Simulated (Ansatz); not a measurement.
**Pressure series in NaCl**

The reference is NaCl in the rock salt structure (space group Fm-3m, No. 225; a = 5.601 Å).

Cell and atoms are relaxed at each pressure.

Calculations: Ansatz (a program for electronic structure), PBEsol, PAW, cutoff 420 eV, without spin-orbit coupling.

Notes on the quantities. enthalpy: H = E + PV relative to the base's energy; hole mass: degenerate bands, along [100].

```tsv
variant	width of the top valence band	band gap	enthalpy	electron mass	hole mass
base	0.80 eV	5.01 eV	–	0.39 mₑ (at Γ)	0.60, 2.7, 2.7 mₑ (at Γ)
pressure −2 GPa	0.67 eV	4.67 eV	-0.29 eV/atom	0.40 mₑ (at Γ)	–
pressure −1 GPa	0.74 eV	4.86 eV	-0.14 eV/atom	0.39 mₑ (at Γ)	0.62, 2.8, 2.8 mₑ (at Γ)
pressure 0.3 GPa	0.81 eV	5.05 eV	+0.04 eV/atom	0.39 mₑ (at Γ)	0.59, 2.7, 2.7 mₑ (at Γ)
pressure 0.7 GPa	0.83 eV	5.11 eV	+0.09 eV/atom	0.39 mₑ (at Γ)	0.58, 2.6, 2.6 mₑ (at Γ)
pressure 1.5 GPa	0.87 eV	5.21 eV	+0.20 eV/atom	0.38 mₑ (at Γ)	0.57, 2.5, 2.5 mₑ (at Γ)
pressure 3 GPa	0.93 eV	5.39 eV	+0.39 eV/atom	0.38 mₑ (at Γ)	0.55, 2.4, 2.4 mₑ (at Γ)
pressure 5 GPa	1.01 eV	5.60 eV	+0.64 eV/atom	0.37 mₑ (at Γ)	0.53, 2.3, 2.3 mₑ (at Γ)
pressure 7.5 GPa	1.09 eV	5.83 eV	+0.93 eV/atom	0.37 mₑ (at Γ)	0.51, 2.2, 2.2 mₑ (at Γ)
pressure 10 GPa	1.17 eV	6.03 eV	+1.21 eV/atom	0.37 mₑ (at Γ)	0.49, 2.1, 2.1 mₑ (at Γ)
```

Load acts through the strain it causes; cell and atoms are relaxed under it. Effective masses come from finite differences of ±0.01 Å⁻¹. Stability against distortions was not tested. Competing high-pressure phases were not computed.
